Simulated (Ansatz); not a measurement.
# Ta16F: the cost of one run

Computed with Ansatz 0.2.0 (DFT PBE, scalar-relativistic, plane waves, PAW, unless a step's input says otherwise).

7 further runs of the same task are left out: 7 set aside as unsound or not needed.

### Step 1. The structure to begin with

Symmetry: P4mm, No. 99, tetragonal system. Conventional cell: a = 6.638 Å, b = 6.638 Å, c = 20.300 Å, α = 90.00°, β = 90.00°, γ = 90.00°. Ta (site symmetry m) is surrounded by 4 Ta at 2.87 Å. Ta (site symmetry 4mm) is surrounded by 9 Ta at 2.87 to 3.14 Å. Around Ta (site symmetry 2mm) lie 9 Ta at 2.87 to 3.14 Å. Around Ta (site symmetry m) lie 8 Ta at 2.78 to 2.87 Å. Around Ta (site symmetry 4mm) lie 1 F at 2.28 Å. Around Ta (site symmetry 2mm) lie 5 Ta at 2.78 to 3.14 Å. Around Ta (site symmetry 4mm) lie 5 Ta at 2.78 to 3.14 Å. Only part of the 9 independent sites is listed.

Structure file:

```cif
data_structure
_symmetry_space_group_name_H-M 'P 1'
_symmetry_Int_Tables_number 1
_cell_length_a 6.6379
_cell_length_b 6.6379
_cell_length_c 20.2997
_cell_angle_alpha 90.000
_cell_angle_beta 90.000
_cell_angle_gamma 90.000
_cell_volume 894.45
loop_
_atom_site_label
_atom_site_type_symbol
_atom_site_fract_x
_atom_site_fract_y
_atom_site_fract_z
_atom_site_occupancy
Ta1 Ta 0.25000 0.25000 0.19705 1
Ta2 Ta 0.25000 0.75000 0.19705 1
Ta3 Ta 0.75000 0.25000 0.19705 1
Ta4 Ta 0.75000 0.75000 0.19705 1
Ta5 Ta 0.00000 0.00000 0.27880 1
Ta6 Ta 0.00000 0.50000 0.27880 1
Ta7 Ta 0.50000 0.00000 0.27880 1
Ta8 Ta 0.50000 0.50000 0.27880 1
Ta9 Ta 0.25000 0.25000 0.35991 1
Ta10 Ta 0.25000 0.75000 0.35991 1
Ta11 Ta 0.75000 0.25000 0.35991 1
Ta12 Ta 0.75000 0.75000 0.35991 1
Ta13 Ta 0.00000 0.00000 0.43349 1
Ta14 Ta 0.00000 0.50000 0.43349 1
Ta15 Ta 0.50000 0.00000 0.43349 1
Ta16 Ta 0.50000 0.50000 0.43349 1
F1 F 0.00000 0.00000 0.54581 1
```

This is the geometry of the first run shown, built on a cell relaxed beforehand with the same method.

### Step 2. The scan

Atoms count from 1 in the order of the input.

F is moved over the surface cell; relaxed at each place: the height of the adsorbate's atoms; substrate rigid; the origin of the map has the adsorbate above Ta13.

The axes are (1) position of F17 along the first surface vector, from above Ta13: 8 values from 0.000 to 0.875, periodic; (2) position of F17 along the second surface vector, from above Ta13: 8 values from 0.000 to 0.875, periodic.

Relaxed at each point: the height of the adsorbate's atoms; substrate rigid. Points are written as (first, second).

The two vectors of the plane (Å): (3.319, 0.000, 0.000); (0.000, 3.319, 0.000).

### Step 3. Grid point (0/8, 0/8) of the map's two axes

Input file input.yaml:

```yaml
crystal:
  lattice:
    - [6.6379342675, 0.0, 0.0]
    - [0.0, 6.6379342675, 0.0]
    - [0.0, 0.0, 20.2996557315]
  atoms:
    - { symbol: Ta, position: [0.25, 0.25, 0.1970476767] }
    - { symbol: Ta, position: [0.25, 0.75, 0.1970476767] }
    - { symbol: Ta, position: [0.75, 0.25, 0.1970476767] }
    - { symbol: Ta, position: [0.75, 0.75, 0.1970476767] }
    - { symbol: Ta, position: [0.0, 0.0, 0.2787970221] }
    - { symbol: Ta, position: [0.0, 0.5, 0.2787970221] }
    - { symbol: Ta, position: [0.5, 0.0, 0.2787970221] }
    - { symbol: Ta, position: [0.5, 0.5, 0.2787970221] }
    - { symbol: Ta, position: [0.25, 0.25, 0.3599139031] }
    - { symbol: Ta, position: [0.25, 0.75, 0.3599139031] }
    - { symbol: Ta, position: [0.75, 0.25, 0.3599139031] }
    - { symbol: Ta, position: [0.75, 0.75, 0.3599139031] }
    - { symbol: Ta, position: [0.0, 0.0, 0.4334879294] }
    - { symbol: Ta, position: [0.0, 0.5, 0.4334879294] }
    - { symbol: Ta, position: [0.5, 0.0, 0.4334879294] }
    - { symbol: Ta, position: [0.5, 0.5, 0.4334879294] }
    - { symbol: F, position: [0.0, 0.0, 0.5458051052] }
basis:
  ecutwfc: 420
kpoints:
  mp_grid: { grid: [4, 4, 1] }
hamiltonian:
  xc: pbe
  pseudopotentials: { kind: paw, azcp: { folder: soft_1 } }
scf:
  occupations: { method: gaussian, width: 0.1 }
output:
  forces: true
  eigenvalues: true
  write_density: true
  write_potential: true
  elf: true
  volumetric_format: npy
relax:
  adjacent_minimum: "off"
  f_tol: 0.025
  max_steps: 16
  constraints:
    - { sites: [0, 1, 2, 3, 4, 5, 6, 7, 8, 9, 10, 11, 12, 13, 14, 15] }
    - { sites: [16], fix: xy }
efield:
  axis: 3
  dipole_correction: true
  ramp_width: 0.04
```

On the command line:

```console
$ ansatz run input.yaml --threads 4 --pin off --max-ram 12288MiB --backend cpu --events-out ev --progress --plain --runs-dir out
```

Q: Estimate wall time and peak memory on 4 threads of Intel Xeon Platinum 8175M at 2.50GHz (Skylake/Cascade Lake), shared host.

About 1.7 min, with a peak of 2.3 GiB.
